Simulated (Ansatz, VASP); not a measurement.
## Sr in VASP and in Ansatz

```
CELL_PARAMETERS angstrom
0.00000 3.05246 3.05246
3.05246 0.00000 3.05246
3.05246 3.05246 0.00000
ATOMIC_POSITIONS crystal
Sr 0.00000 0.00000 0.00000
```

Change from the starting cell: volume scaled by 1.01, crystal datasets.

Alike in both runs: task electric field gradients; functional LDA; k mesh 10 × 10 × 10; occupations fermi-dirac, width 0.08 eV; no spin polarisation.

|  | VASP | Ansatz |
| --- | --- | --- |
| version | VASP 6.6.1 | Ansatz 0.2.0 |
| potentials or method | VASP PAW LDA potentials, release 64 (Sr_sv), cutoff 520 eV | all-electron PAW with datasets made for the crystal, scalar-relativistic |

|  | VASP | Ansatz | Ansatz less VASP |
| --- | --- | --- | --- |
| pressure (GPa) | -1.6 | -1.6 | +0.01 |
| Vzz of the field gradient on the site that differs most (V/Å²) | 0.0 | 0.0 | 0.00 |

Ansatz ran all-electron here, so the differences hold the error of VASP's frozen core and of both bases. Ansatz warned: «gradients_without_spin_orbit».
